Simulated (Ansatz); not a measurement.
Q: Write an Ansatz input for a single-point calculation of Nb with PBE (scalar-relativistic), a cutoff of 420 eV (density cutoff 4 times that), a Γ-centred 8×8×8 mesh and Gaussian smearing of 0.05 eV, without spin polarisation. Forces, stress and eigenvalues are wanted. The structure:
```
CELL_PARAMETERS angstrom
0.0000000000 2.0788697323 2.0788697323
2.0788697323 0.0000000000 2.0788697323
2.0788697323 2.0788697323 0.0000000000
ATOMIC_POSITIONS crystal
Nb 0.0000000000 0.0000000000 0.0000000000
```

A: 
```yaml
crystal:
  lattice:
    - [0.0, 2.0788697323, 2.0788697323]
    - [2.0788697323, 0.0, 2.0788697323]
    - [2.0788697323, 2.0788697323, 0.0]
  atoms:
    - { symbol: Nb, position: [0.0, 0.0, 0.0] }
basis:
  ecutwfc: 420
  ecutrho_ratio: 4
kpoints:
  mp_grid: { grid: [8, 8, 8] }
hamiltonian:
  xc: pbe
scf:
  occupations: { method: gaussian, width: 0.05 }
output:
  forces: true
  stress: true
  eigenvalues: true
```

Run as written, it has 13 valence electrons, 339 plane waves at Γ, 48 symmetry operations and 29 irreducible k-points; it took 6 SCF iterations in all. 

At room temperature and ambient pressure Nb is bcc.
